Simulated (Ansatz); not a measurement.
**What uniaxial strain ε_zz = +5.92 % does to ZrO2**

Consider ZrO₂ (space group P2_1/c, No. 14).

```
ZrO2
1.0
    5.18930     0.00000     0.00000
    0.00000     5.24180     0.00000
   -0.90344     0.00000     5.30261
Zr O
4 8
Direct
  0.27571   0.04384   0.21016
  0.72429   0.54384   0.28984
  0.72429   0.95616   0.78984
  0.27571   0.45616   0.71016
  0.06488   0.32613   0.35022
  0.93512   0.82613   0.14978
  0.93512   0.67387   0.64978
  0.06488   0.17387   0.85022
  0.45109   0.75674   0.47528
  0.54891   0.25674   0.02472
  0.54891   0.24326   0.52472
  0.45109   0.74326   0.97528
```

Cartesian axes are those of the cell as printed.

Perturbation: uniaxial strain ε_zz = +5.92 %, all other strain components held at zero, atoms relaxed at fixed cell.

Method: PBE/PAW in Ansatz (a quantum-chemistry and plane-wave program), no spin-orbit coupling, earlier PAW set. Settings: 5×5×5 k-points, 0.05 eV Fermi–Dirac smearing.

The volume per atom goes up by 0.71 Å³ (12.02 Å³ → 12.73 Å³) and the space group remains P2_1/c (No. 14). The shortest interatomic distance shrinks by 0.014 Å, from 2.057 Å to 2.043 Å and the energy grows by 32 meV/atom. The pressure (mean of the normal stresses, compression positive) goes from zero to -7.41 GPa and the band gap grows by 0.25 eV (3.66 eV → 3.91 eV). The gap character remains indirect, Γ → Y₂ and the width of the top valence band falls by 0.10 eV, from 0.68 eV to 0.58 eV. The valence-band top at Γ (three highest levels, from the VBM) goes from 0.00, -0.19, -0.55 eV to 0.00, -0.18, -0.40 eV and the largest internal atomic displacement is 0.161 Å. The stress (xx, yy, zz, yz, xz, xy; compression positive) is (-4.28, -5.44, -12.52, 0.00, 0.39, 0.00) GPa.

Final structure:

```yaml
crystal:
  lattice:
    - [5.18930, 0.00000, 0.00000]
    - [0.00000, 5.24180, 0.00000]
    - [-0.90344, 0.00000, 5.61652]
  atoms:
    - { symbol: Zr, position: [0.27054, 0.04815, 0.21642] }
    - { symbol: Zr, position: [0.72946, 0.54815, 0.28358] }
    - { symbol: Zr, position: [0.72946, 0.95185, 0.78358] }
    - { symbol: Zr, position: [0.27054, 0.45185, 0.71642] }
    - { symbol: O, position: [0.05671, 0.30891, 0.37040] }
    - { symbol: O, position: [0.94329, 0.80891, 0.12960] }
    - { symbol: O, position: [0.94329, 0.69109, 0.62960] }
    - { symbol: O, position: [0.05671, 0.19109, 0.87040] }
    - { symbol: O, position: [0.45727, 0.75706, 0.44851] }
    - { symbol: O, position: [0.54273, 0.25706, 0.05149] }
    - { symbol: O, position: [0.54273, 0.24294, 0.55149] }
    - { symbol: O, position: [0.45727, 0.74294, 0.94851] }
```

Cost of the whole job for the changed cell (relaxation, final SCF and bands): very roughly 3 core-minutes.

No phonon test of stability was made.
